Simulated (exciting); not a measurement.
Here is an exciting (release sodium) calculation.

The input input.xml:

```xml
<input>
  <title>InP</title>
  <structure speciespath="./" tshift="false">
    <crystal scale="1">
      <basevect>0.000000000000 5.537842408216 5.537842408216</basevect>
      <basevect>5.537842408216 0.000000000000 5.537842408216</basevect>
      <basevect>5.537842408216 5.537842408216 0.000000000000</basevect>
    </crystal>
    <species speciesfile="In.xml" rmt="2.3">
      <atom coord="0.000000000000 0.000000000000 0.000000000000"/>
    </species>
    <species speciesfile="P.xml" rmt="2">
      <atom coord="0.750000000000 0.750000000000 0.750000000000"/>
    </species>
  </structure>
  <groundstate do="fromscratch" ngridk="5 5 5" rgkmax="6.8" gmaxvr="14" lmaxapw="10" lmaxmat="10" lmaxvr="8" xctype="LDA_PW" stype="Gaussian" swidth="0.00183747" nempty="10" ValenceRelativity="iora*" epsengy="1e-05" epspot="1e-05" maxscl="60" tforce="true" outputlevel="high"/>
</input>
```

Potentials or basis: all-electron LAPW+lo, shipped species files, valence relativity iora*.

Run with:

```bash
$ OMP_NUM_THREADS=1 exciting_smp
```

What does it give for the band gap on the k mesh?

0.47 eV, direct.

Caveat: rgkmax is low for these elements, so energy differences scatter by about 1 meV per atom; spin-orbit coupling is left out, which moves the levels of the heavy elements.

**What was measured.**

A printed reference work, data compilation reports, for a bulk crystal of InP at 1.6 K: band gap 1.4236 eV (direct).

Measured gap of InP: 1.4236 eV (direct; 1.6 K; a printed reference work, data compilation). This calculation gives 0.47 eV (-0.96 eV). Spin-orbit coupling on In is left out. The value is that of LDA, without temperature or zero-point motion. Semilocal functionals fall short of measured gaps as a rule.
